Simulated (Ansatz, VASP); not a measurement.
# Cross-check of TiO2 (TiO2 (Pbcn)) between VASP and Ansatz, part 2 of 2

One calculation is typed for both programs; each brings its own data sets. How far apart do they land? The two relaxations start from unlike cells of this crystal (the structure described is Ansatz's start), so only their ends are compared.

VASP 6.6.1 and Ansatz 0.2.0.

So far: Starting point; Ansatz: relaxation of cell and atoms, PBEsol.

## Step 3: VASP: relaxation of cell and atoms, PBEsol

Level of this step: PBEsol, no spin polarisation; plane waves and PAW (Ti_sv, O) (VASP).

Its own start cell and the same functional and mesh now go to VASP, with its own data sets.

Lines of VASP's logs that name or quote its potential files are left out, and so is its time.

INCAR reads:

```
SYSTEM = TiO2
PREC = Accurate
ENCUT = 600
EDIFF = 1E-07
NELM = 120
ISMEAR = 0
SIGMA = 0.01
LREAL = .FALSE.
ALGO = Normal
GGA = PS
NBANDS = 60
LASPH = .TRUE.
LORBIT = 11
LWAVE = .FALSE.
LCHARG = .FALSE.
ISIF = 3
IBRION = 2
NSW = 80
EDIFFG = -0.005
GGA_COMPAT = .FALSE.
NELMIN = 4
EFERMI = MIDGAP
KPAR = 2
```

POSCAR reads:

```
TiO2
1.0
    4.5408139256      0.0000000000      0.0000000000
    0.0000000000      5.4952185282      0.0000000000
    0.0000000000      0.0000000000      4.8833843915
Ti O
4 8
Direct
    0.5000000000      0.6744856495      0.7500000000
    0.0000000000      0.8255144411      0.2500000000
    0.5000000000      0.3255144411      0.2500000000
    0.0000000000      0.1744856495      0.7500000000
    0.7282089658      0.6181828374      0.0813922798
    0.2282089658      0.8818172532      0.9186077201
    0.7717910342      0.8818172532      0.5813922798
    0.2717910342      0.6181828374      0.4186077201
    0.7282089658      0.3818172532      0.5813922798
    0.2282089658      0.1181828374      0.4186077201
    0.7717910342      0.1181828374      0.0813922798
    0.2717910342      0.3818172532      0.9186077201
```

KPOINTS reads:

```
Automatic mesh
0
Gamma
6 5 6
0 0 0
```

The projector-augmented-wave data sets are Ti_sv and O (PBE family, release 64).

On the command line:

```sh
mpirun -np 2 vasp_std
```

Numbers of over 12 decimals in the logs are rounded to 6 here.

What it wrote:

```text
[banner, memory and clock lines left out]
running    2 mpi-ranks, on    1 nodes
 distrk:  each k-point on    1 cores,    2 groups
 distr:  one band on    1 cores,    1 groups

 POSCAR found type information on POSCAR TiO
 POSCAR found :  2 types and      12 ions
|                                                                             |
|               ----> ADVICE to this user running VASP <----                  |
|                                                                             |
|     You enforced a specific xc type in the INCAR file but a different       |
|     [... a line on the potential file left out ...]
|     I HOPE YOU KNOW WHAT YOU ARE DOING!                                     |
|                                                                             |

 LDA part: xc-table for (Slater+PW92), standard interpolation
 POSCAR, INCAR and KPOINTS ok, starting setup
 FFT: planning ... GRIDC
 FFT: planning ... GRID_SOFT
 FFT: planning ... GRID
 WAVECAR not read
 entering main loop
       N       E                     dE             d eps       ncg     rms          rms(c)
DAV:   1     0.160387671054E+04    0.16039E+04   -0.51672E+04  5768   0.211E+03
DAV:   2     0.195336435240E+03   -0.14085E+04   -0.13370E+04  5788   0.635E+02
DAV:   3    -0.119800587154E+03   -0.31514E+03   -0.30328E+03  7320   0.254E+02
DAV:   4    -0.143718192736E+03   -0.23918E+02   -0.23842E+02  8432   0.762E+01
DAV:   5    -0.145089701949E+03   -0.13715E+01   -0.13708E+01  8888   0.150E+01    0.450E+01
DAV:   6    -0.113257319285E+03    0.31832E+02   -0.19142E+02  7964   0.978E+01    0.173E+01
DAV:   7    -0.112728862991E+03    0.52846E+00   -0.29913E+01  7888   0.316E+01    0.115E+01
DAV:   8    -0.112841141803E+03   -0.11228E+00   -0.83199E+00  7500   0.208E+01    0.691E+00
DAV:   9    -0.112289248630E+03    0.55189E+00   -0.35474E+00  7408   0.131E+01    0.159E+00
DAV:  10    -0.112304976638E+03   -0.15728E-01   -0.24467E-01  7436   0.285E+00    0.626E-01
DAV:  11    -0.112297975017E+03    0.70016E-02   -0.32601E-02  6980   0.104E+00    0.137E-01
DAV:  12    -0.112298320188E+03   -0.34517E-03   -0.21056E-03  7284   0.283E-01    0.128E-01
DAV:  13    -0.112298082631E+03    0.23756E-03   -0.81961E-04  7896   0.152E-01    0.436E-02
DAV:  14    -0.112298063507E+03    0.19123E-04   -0.23802E-04  8544   0.913E-02    0.226E-02
DAV:  15    -0.112298061978E+03    0.15290E-05   -0.36142E-05  7592   0.409E-02    0.580E-03
DAV:  16    -0.112298061430E+03    0.54854E-06   -0.18726E-06  7232   0.754E-03    0.199E-03
DAV:  17    -0.112298061509E+03   -0.78833E-07   -0.93939E-08  3276   0.196E-03
   1 F= -.11229806E+03 E0= -.11229806E+03  d E =-.112298E+03
 curvature:   0.00 expect dE= 0.000E+00 dE for cont linesearch  0.000E+00
 trial: gam= 0.00000 g(F)=  0.104E-04 g(S)=  0.261E-04 ort = 0.000E+00 (trialstep = 0.100E+01)
 search vector abs. value=  0.364E-04
 bond charge predicted
       N       E                     dE             d eps       ncg     rms          rms(c)
DAV:   1    -0.112298186342E+03   -0.12491E-03   -0.75874E-03  6928   0.641E-01    0.106E-01
DAV:   2    -0.112298099598E+03    0.86744E-04   -0.62440E-04  6984   0.167E-01    0.503E-02
DAV:   3    -0.112298072115E+03    0.27484E-04   -0.25407E-04  6336   0.713E-02    0.172E-02
DAV:   4    -0.112298069575E+03    0.25395E-05   -0.47604E-05  8304   0.310E-02    0.119E-02
DAV:   5    -0.112298069682E+03   -0.10715E-06   -0.35341E-06  7196   0.122E-02    0.666E-03
DAV:   6    -0.112298070070E+03   -0.38758E-06   -0.35537E-06  9012   0.681E-03    0.292E-03
DAV:   7    -0.112298069948E+03    0.12155E-06   -0.29052E-07  4664   0.315E-03    0.155E-03
DAV:   8    -0.112298069814E+03    0.13391E-06   -0.86602E-08  2884   0.199E-03    0.242E-04
DAV:   9    -0.112298069786E+03    0.28678E-07   -0.28451E-08  2880   0.114E-03
   2 F= -.11229807E+03 E0= -.11229807E+03  d E =-.827685E-05
 trial-energy change:   -0.000008  1 .order   -0.000009   -0.000036    0.000019
 step:   0.6463(harm=  0.6581)  dis= 0.00011  next Energy=  -112.298073 (dE=-0.116E-04)
 bond charge predicted
       N       E                     dE             d eps       ncg     rms          rms(c)
DAV:   1    -0.112298086819E+03   -0.17005E-04   -0.95133E-04  6912   0.227E-01    0.372E-02
DAV:   2    -0.112298075083E+03    0.11737E-04   -0.78587E-05  6984   0.589E-02    0.178E-02
DAV:   3    -0.112298071606E+03    0.34764E-05   -0.31818E-05  6336   0.253E-02    0.603E-03
DAV:   4    -0.112298071626E+03   -0.19872E-07   -0.59204E-06  8276   0.108E-02    0.420E-03
DAV:   5    -0.112298071927E+03   -0.30148E-06   -0.40546E-07  4664   0.434E-03    0.227E-03
DAV:   6    -0.112298072602E+03   -0.67455E-06   -0.48607E-07  5752   0.269E-03    0.102E-03
DAV:   7    -0.112298072675E+03   -0.73031E-07   -0.62441E-08  2880   0.134E-03
   3 F= -.11229807E+03 E0= -.11229807E+03  d E =-.111662E-04
 curvature:  -0.33 expect dE=-0.691E-05 dE for cont linesearch -0.155E-07
 trial: gam= 0.61282 g(F)=  0.610E-05 g(S)=  0.149E-04 ort =-0.131E-05 (trialstep = 0.929E+00)
 search vector abs. value=  0.331E-04
 reached required accuracy - stopping structural energy minimisation
```

Parts of OUTCAR (step 3):

```text
ion  position               nearest neighbor table
   1  0.500  0.674  0.750-   6 1.87   7 1.87   5 1.95   8 1.95  12 2.08   9 2.08
   2  0.000  0.826  0.250-   8 1.87   5 1.87   7 1.95   6 1.95  10 2.08  11 2.08
   3  0.500  0.326  0.250-  10 1.87  11 1.87   9 1.95  12 1.95   8 2.08   5 2.08
   4  0.000  0.174  0.750-  12 1.87   9 1.87  11 1.95  10 1.95   6 2.08   7 2.08
   5  0.728  0.618  0.081-   2 1.87   1 1.95   3 2.08
   6  0.228  0.882  0.919-   1 1.87   2 1.95   4 2.08
   7  0.772  0.882  0.581-   1 1.87   2 1.95   4 2.08
   8  0.272  0.618  0.419-   2 1.87   1 1.95   3 2.08
   9  0.728  0.382  0.581-   4 1.87   3 1.95   1 2.08
  10  0.228  0.118  0.419-   3 1.87   4 1.95   2 2.08
  11  0.772  0.118  0.081-   3 1.87   4 1.95   2 2.08
  12  0.272  0.382  0.919-   4 1.87   3 1.95   1 2.08

  LATTYP: Found a simple orthorhombic cell.
 ALAT       =     4.5408139256
 B/A-ratio  =     1.0754425245
 C/A-ratio  =     1.2101835966

 Subroutine GETGRP returns: Found  8 space group operations
 (whereof  2 operations were pure point group operations)

The static configuration has the point symmetry S_2 .
 The point group associated with its full space group is D_2h.

 Found     48 irreducible k-points:

   k-points           NKPTS =     48   k-points in BZ     NKDIM =     48   number of bands    NBANDS=     60

   dimension x,y,z NGX =    36 NGY =   48 NGZ =   40
   dimension x,y,z NGXF=    72 NGYF=   96 NGZF=   80

   ENCUT  =  600.0 eV  44.10 Ry    6.64 a.u.   9.07 10.98  9.75*2*pi/ulx,y,z

   NELECT =      96.0000    total number of electrons

 k-points in reciprocal lattice and weights: Automatic mesh
   0.00000000  0.00000000  0.00000000       0.006
   0.16666667  0.00000000  0.00000000       0.011
   0.33333333  0.00000000  0.00000000       0.011
   0.50000000  0.00000000  0.00000000       0.006
   0.00000000  0.20000000  0.00000000       0.011
   0.16666667  0.20000000  0.00000000       0.022
   0.33333333  0.20000000  0.00000000       0.022
   0.50000000  0.20000000  0.00000000       0.011
   0.00000000  0.40000000  0.00000000       0.011
[...]
0.33333333  0.40000000  0.50000000       0.022
   0.50000000  0.40000000  0.50000000       0.011

 average (electrostatic) potential at core
       1 -75.5934       2 -75.5934       3 -75.5934       4 -75.5934       5 -69.0097
       6 -69.0097       7 -69.0097       8 -69.0097       9 -69.0097      10 -69.0097
      11 -69.0097      12 -69.0097

 E-fermi :   5.9186

 k-point     1 :       0.0000    0.0000    0.0000
  band No.  band energies     occupation
    ...
     44       4.0715      2.00000
     45       4.0747      2.00000
     46       4.1955      2.00000
     47       4.5974      2.00000
     48       4.6074      2.00000
     49       7.2872      0.00000
     50       7.2985      0.00000
     51       7.4373      0.00000
     52       7.4660      0.00000
     53       7.4707      0.00000
    ...

 k-point     2 :       0.1667    0.0000    0.0000
  band No.  band energies     occupation
    ...
     44       3.8742      2.00000
     45       3.9973      2.00000
     46       4.1790      2.00000
     47       4.1972      2.00000
     48       4.5446      2.00000
     49       7.3801      0.00000
     50       7.3914      0.00000
     51       7.3956      0.00000
     52       7.6096      0.00000
     53       7.6458      0.00000
    ...

 k-point     3 :       0.3333    0.0000    0.0000
  band No.  band energies     occupation
    ...
     44       3.3691      2.00000
     45       3.8434      2.00000
     46       4.2088      2.00000
     47       4.3003      2.00000
     48       4.3877      2.00000
     49       7.4874      0.00000
     50       7.5815      0.00000
     51       7.6301      0.00000
     52       7.9623      0.00000
     53       8.0067      0.00000
    ...

  Total       -0.0546457     -0.0190907     -0.0189895      0.0000000      0.0000000      0.0000000
  in kB       -0.7182888     -0.2509366     -0.2496073      0.0000000      0.0000000      0.0000000
  external PRESSURE =      -0.4062776 kB  Pullay stress =       0.0000000 kB

  energy-cutoff  :      600.00
  volume of cell :      121.89
      direct lattice vectors                 reciprocal lattice vectors
     4.540833291  0.000000000  0.000000000     0.220223896  0.000000000 -0.000000000
     0.000000000  5.495857884  0.000000000     0.000000000  0.181955214  0.000000000
     0.000000000  0.000000000  4.884233026     0.000000000  0.000000000  0.204740436

 POSITION                                       TOTAL-FORCE (eV/Angst)
 -----------------------------------------------------------------------------------
      2.27042      3.70693      3.66317        -0.000000      0.001808      0.000000
      4.54083      4.53686      1.22106        -0.000000     -0.001808      0.000000
      2.27042      1.78893      1.22106        -0.000000     -0.001808      0.000000
      4.54083      0.95900      3.66317        -0.000000      0.001808      0.000000
      3.30675      3.39734      0.39745         0.002150     -0.001616     -0.002635
      1.03634      4.84645      4.48678         0.002150      0.001616      0.002635
      3.50450      4.84645      2.83957        -0.002150      0.001616     -0.002635
      1.23408      3.39734      2.04466        -0.002150     -0.001616      0.002635
      3.30675      2.09852      2.83957         0.002150      0.001616     -0.002635
      1.03634      0.64941      2.04466         0.002150     -0.001616      0.002635
      3.50450      0.64941      0.39745        -0.002150     -0.001616     -0.002635
      1.23408      2.09852      4.48678        -0.002150      0.001616      0.002635
 -----------------------------------------------------------------------------------
    total drift:                               -0.000124     -0.000254     -0.000600

  FREE ENERGIE OF THE ION-ELECTRON SYSTEM (eV)
  ---------------------------------------------------
  free  energy   TOTEN  =      -112.2980726750 eV

  energy  without entropy=     -112.2980726750  energy(sigma->0) =     -112.29807268

 reached required accuracy - stopping structural energy minimisation

 total charge
# of ion       s       p       d       tot
------------------------------------------
    1        2.229   6.299   1.766  10.294
    2        2.229   6.299   1.766  10.294
    3        2.229   6.299   1.766  10.294
    4        2.229   6.299   1.766  10.294
    5        1.565   3.487   0.000   5.052
    6        1.565   3.487   0.000   5.052
    7        1.565   3.487   0.000   5.052
    8        1.565   3.487   0.000   5.052
    9        1.565   3.487   0.000   5.052
   10        1.565   3.487   0.000   5.052
   11        1.565   3.487   0.000   5.052
   12        1.565   3.487   0.000   5.052
--------------------------------------------------
tot         21.438  53.095   7.063  81.595

[... 3 further parts left out ...]
```

CONTCAR:

```
TiO2
   1.00000000000000
     4.5408332913394691    0.0000000000000000    0.0000000000000000
     0.0000000000000000    5.4958578840850256    0.0000000000000000
     0.0000000000000000    0.0000000000000000    4.8842330260878750
  Ti              O
     4     8
Direct
     0.5000000000000000    0.6744954005212629    0.7500000000000000
     1.0000000000000000    0.8255046900787339    0.2500000000000000
     0.5000000000000000    0.3255046900787340    0.2500000000000000
     1.0000000000000000    0.1744954005212628    0.7500000000000000
     0.7282257633537451    0.6181634352886728    0.0813745030854901
     0.2282257633537452    0.8818366553113240    0.9186254968145081
     0.7717742366462549    0.8818366553113240    0.5813745030854901
     0.2717742366462548    0.6181634352886728    0.4186254968145081
     0.7282257633537451    0.3818366553113240    0.5813745030854901
     0.2282257633537452    0.1181634352886728    0.4186254968145081
     0.7717742366462549    0.1181634352886728    0.0813745030854901
     0.2717742366462548    0.3818366553113240    0.9186254968145081
```

## Step 4: Side by side

Known differences besides the potentials themselves: fixed occupations in Ansatz, narrow Gaussian smearing in VASP; the cutoff is 420 eV in Ansatz and 600 eV in VASP; Ansatz makes its cores anew for this functional, VASP keeps those of its PBE data sets; Ansatz adds a Pulay correction to the stress that steers its cell, VASP none. Total energies have different zeros and are not compared.

Both answers:

```
                                         quantity  Ansatz    VASP  difference
                                      volume (Å³)  121.66  121.89     -0.19 %
edge a after relaxation, in the typed setting (Å)   4.538   4.541     -0.07 %
edge b after relaxation, in the typed setting (Å)   5.495   5.496     -0.02 %
edge c after relaxation, in the typed setting (Å)   4.879   4.884     -0.11 %
```

## Step 5: Summary of results

| Property | Result |
| --- | --- |
| difference in volume (relaxation of cell and atoms, PBEsol) | -0.19 % |

In words: The difference in volume is -0.19 % (relaxation of cell and atoms, PBEsol), within the 1.2 % picked in this series as the mark of a large difference, as far as the stopping tolerances let one tell. Such differences can come from data sets, numerical settings and the points named under the comparisons, not from the functional's error against experiment.

[Lines on the potential files, build, host, timing and source positions are cut from VASP's logs without a mark.]

[Logs are printed without paths, hosts, clocks, repeated set-up lines and the standing remarks that a program may print on its own settings, such as how far it seeks lower states.]

[Hosts, paths, dates, database ids (printed as entryN), source tags and the programs' standing remarks are cut or masked in the printed files.]
